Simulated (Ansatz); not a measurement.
# InSe: the cost of one run

Program: Ansatz 0.2.0, driven from Python. Level of theory: DFT r2SCAN, plane waves, PAW. These are calculated values, not measurements.

The COD entry's cell or inner coordinates are ideal or old and differ from later refinements, so a difference from it is no clean test against experiment.

## (1) The system

It takes space group R3m (No. 160, trigonal). Conventional cell: a = 4.000 Å, b = 4.000 Å, c = 25.320 Å, α = 90.00°, β = 90.00°, γ = 120.00°. In (site symmetry 3m) is surrounded by 3 Se at 2.64 Å and 1 In at 2.82 Å. In (site symmetry 3m) has 3 Se at 2.63 Å and 1 In at 2.82 Å as nearest neighbours. Around Se (site symmetry 3m) lie 3 In at 2.64 Å. Se (site symmetry 3m) is surrounded by 3 In at 2.63 Å.

The script holds or builds the structure itself.

## (2) The code

pdos.py reads:

```python
'''Which atoms and shells make the states of InSe.'''

import ansatz
import matplotlib.pyplot as plt
import numpy as np

FUNCTIONAL = 'r2scan'
ECUT = 600
KMESH = (6, 6, 6)
FILLING = 'fixed'
N_EMPTY = 14

inse = (
    ansatz.Lattice.from_parameters(4.0, 4.0, 25.32, alpha=90, beta=90, gamma=120)
    .space_group(160)
    .atom('In', [0.0, 0.0, 0.0])
    .atom('In', [2 / 3, 1 / 3, 0.22193])
    .atom('Se', [1 / 3, 2 / 3, 0.05017])
    .atom('Se', [0.0, 0.0, 0.1719])
    .primitive()
)

calculation = (
    inse.calculation()
    .functional(FUNCTIONAL)
    .basis(ECUT)
    .kpoints(*KMESH)
    .occupations(FILLING)
    .scf(extra_bands=N_EMPTY)
    .density_of_states(projected=True, energy_step=0.05)
)
out = calculation.run(threads=1)
r = out.report

dos = out.density_of_states()
energy = np.asarray(dos.energies_ev) - dos.fermi_ev
curves = {}
for site in out.projected_density_of_states().sites:
    for shell in site.shells:
        weight = sum(np.sum(curve.g_bin_mean_per_ev, axis=0) for curve in shell.curves)
        name = f'{site.species} {shell.label}'
        curves[name] = curves.get(name, 0) + weight

window = (energy > -10) & (energy < 4)
fig, ax = plt.subplots(figsize=(5.5, 3.5))
for name, g in curves.items():
    if g[window].max() > 0.05:
        ax.plot(energy[window], g[window], label=name, lw=1)
        print(f'{name:8s} peak {g[window].max():7.3f} states/eV at {energy[window][g[window].argmax()]:6.2f} eV')
ax.set(xlabel='E - E_F (eV)', ylabel='states/eV')
ax.legend(fontsize=7)
fig.tight_layout()
fig.savefig('pdos.png', dpi=100)
```

## (3) The run

Command:

```sh
$ python pdos.py
```

What time and memory should one allow on 1 thread of Arm Neoverse V2, shared host?

About 33 s, with a peak of 0.79 GiB.
